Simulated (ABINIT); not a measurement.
Here is an ABINIT 10.8.3 (patched build) calculation.

Contents of run.abi:

```
# Pseudopotentials
pp_dirpath "./"
pseudos "In.GGA_PBE-JTH.xml, Pd.GGA_PBE-JTH.xml"

# Structure
structure "poscar:POSCAR"
natom 2

# Plane-wave basis
ecut 22.0
pawecutdg 44.0
pawxcdev 0

# k points
kptopt 1
ngkpt 8 8 8
nshiftk 1
shiftk 0.0 0.0 0.0

# Exchange and correlation
ixc 11

# Bands and occupations
nband 20
occopt 3
tsmear 0.00183747

# SCF cycle
nstep 100
tolvrs 1.0e-9

# Output
iomode 3
prtwf 0
prtden 0
prteig 0
prtebands 0
enunit 1
```

Contents of POSCAR:

```
InPd
1.0
    0.0000000000      2.7460700000      2.7460700000
    2.7460700000      0.0000000000      2.7460700000
    2.7460700000      2.7460700000      0.0000000000
In Pd
1 1
Direct
    0.0000000000      0.0000000000      0.0000000000  In
    0.5000000000      0.5000000000      0.5000000000  Pd
```

Potentials or basis: JTH PAW PBE v2.0.

Command:

```console
$ abinit run.abi > log 2>&1
```

(1) What does it give for the band gap on the k mesh?

(2) Predict the pressure.

Results:

(1) none (metal or under the smearing width).

(2) 0.1 GPa.
